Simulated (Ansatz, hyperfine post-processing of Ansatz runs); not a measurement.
# Li2MnSiO5: isotropic lines and sites in a paramagnetic 7Li spectrum

Calculated values: DFT, r2SCAN, plane-wave PAW, default files (PAW set soft_2), collinear spin, scalar-relativistic (Ansatz), contact and point-dipole shifts scaled to 298 K with Θ = 0 K (a pure Curie law); spin-only moments, above the ordering temperature.

```cif
data_structure
_symmetry_space_group_name_H-M 'P 1'
_symmetry_Int_Tables_number 1
_cell_length_a 6.3838
_cell_length_b 6.3838
_cell_length_c 4.4866
_cell_angle_alpha 90.000
_cell_angle_beta 90.000
_cell_angle_gamma 90.000
_cell_volume 182.85
loop_
_atom_site_label
_atom_site_type_symbol
_atom_site_fract_x
_atom_site_fract_y
_atom_site_fract_z
_atom_site_occupancy
Mn1 Mn 0.00000 0.50000 0.61820 1
Mn2 Mn 0.50000 0.00000 0.38180 1
Si3 Si 0.50000 0.50000 0.50000 1
Si4 Si 0.00000 0.00000 0.50000 1
O5 O 0.70764 0.50000 0.71504 1
O6 O 0.50000 0.70764 0.28496 1
O7 O 0.50000 0.29236 0.28496 1
O8 O 0.29236 0.50000 0.71504 1
O9 O 0.20764 0.00000 0.28496 1
O10 O 0.00000 0.20764 0.71504 1
O11 O 0.00000 0.79236 0.71504 1
O12 O 0.79236 0.00000 0.28496 1
O13 O 0.50000 0.00000 0.76188 1
O14 O 0.00000 0.50000 0.23812 1
Li15 Li 0.25000 0.25000 0.00000 1
Li16 Li 0.25000 0.75000 0.00000 1
Li17 Li 0.75000 0.75000 0.00000 1
Li18 Li 0.75000 0.25000 0.00000 1
```

7Li MAS at 4.7 T (77.8 MHz), 62.5 kHz, 298 K; contact and dipolar shift alone, no orbital or quadrupolar part; lines under 1.5 % of the strongest are left out. Lines of the NMR spectrum (strongest = 100):

```csv
position (ppm),intensity
-1054.8,3.3
-251.2,24
552.4,100
1356.0,20
2159.5,5.2
```

**Question.** Which lines are isotropic ones rather than spinning sidebands, and which Li atoms give them?

Sidebands are spaced by 804 ppm (the spinning rate over the resonance of 77.8 MHz). An isotropic line need not be the tallest: it is the area-weighted centre of its own family of sidebands, and the one that stays put when the rate is changed. Isotropic shifts: 552 ppm for atom 15 and the 3 atoms equivalent to it (4 Mn through links of 91° (4) and 115° (2)), reduced anisotropy 1254 ppm.

[Logs are printed without paths, hosts, clocks, repeated set-up lines and the standing remarks that a program may print on its own settings, such as how far it seeks lower states.]

[Hosts, paths, dates, database ids (printed as entryN), source tags and the programs' standing remarks are cut or masked in the printed files.]
